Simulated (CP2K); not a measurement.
Runs of CP2K 2026.2 on Li. Symmetry: P6_3/mmc, No. 194, hexagonal system. Conventional cell: a = 3.111 Å, b = 3.111 Å, c = 5.093 Å, α = 90.00°, β = 90.00°, γ = 120.00°. Li (site symmetry -6m2) has 12 Li at 3.11 to 3.12 Å as nearest neighbours. This isn't the form of Li at room conditions, which is bcc.

```tsv
level	cutoff of the non-local correlation (Ry)	gap on the mesh (eV)	pressure (GPa)
rev-vdW-DF2	300	none	-0.6
r2SCAN	-	none	-0.2
PBEsol	-	none	(b)
AM05	-	none	-0.4
LDA	-	none	-1.4
HLE16	-	none	(a)
```

Alike in all rows: task single point; potentials or basis POTENTIAL_UZH Li GTH-PBE-q3; TZVP-MOLOPT-PBE-GTH basis; no spin polarisation; cell as given; k mesh 10 × 10 × 5; smearing fermi-dirac 0.05 eV.

Problem. Fill in the values left out.

Solution. (a) -2.1; (b) -0.7.

Caveats: the potentials were made for another functional, which shifts forces and pressure; the basis of atomic orbitals isn't converged, which shifts pressures, moduli and gaps; the potentials were made for a functional far from this one (some runs).

A gap of «none» marks a metal or a gap under the smearing width.

Runs at the PBE level aren't shown here.
